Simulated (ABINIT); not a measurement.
The system is TiB2.

```
Ti B
1.0
     3.02920    0.00000    0.00000
    -1.51460    2.62336    0.00000
     0.00000    0.00000    3.22840
Ti B
1 2
Direct
  0.00000 0.00000 0.00000
  0.66667 0.33333 0.50000
  0.33333 0.66667 0.50000
```

```yaml
Program: ABINIT 10.8.3 (patched build)
Task: relaxation of cell and atoms
Functional: BLYP
Potentials_or_basis: JTH PAW PBE v2.0
Cutoff: 490 eV
k_mesh: 10 × 10 × 8
Occupations: fermi-dirac, width 0.05 eV
Spin: no spin polarisation
```

At the start: pressure 7.0 GPa; volume 8.55 Å³/atom.

**Question.** How do energy, volume and symmetry change on relaxing?

**Answer.** Over 5 steps the energy falls by 7.1 meV/atom and the volume is 8.81 Å³/atom (+3.1 %); space group P6/mmm (No. 191, to 0.05 Å).

Step by step:
```
step  energy change (eV)  largest force (eV/Å)  pressure (GPa)  volume (Å³)
   1              0.0000                0.0000            6.97        25.66
   2             -0.0175                0.0000            1.73        26.21
   3             -0.0210                0.0000           -0.13        26.44
   4             -0.0214                0.0000           -0.05        26.44
   5             -0.0214                0.0000            0.00        26.44
```

Final structure:
```cif
data_structure
_symmetry_space_group_name_H-M 'P 1'
_symmetry_Int_Tables_number 1
_cell_length_a 3.0428
_cell_length_b 3.0428
_cell_length_c 3.2975
_cell_angle_alpha 90.000
_cell_angle_beta 90.000
_cell_angle_gamma 120.000
_cell_volume 26.44
loop_
_atom_site_label
_atom_site_type_symbol
_atom_site_fract_x
_atom_site_fract_y
_atom_site_fract_z
_atom_site_occupancy
Ti1 Ti 0.00000 0.00000 0.00000 1
B1 B 0.66667 0.33333 0.50000 1
B2 B 0.33333 0.66667 0.50000 1
```

Caveat: the PAW data sets were made with another functional, which shifts forces and pressure a little; the atomic spheres overlap.
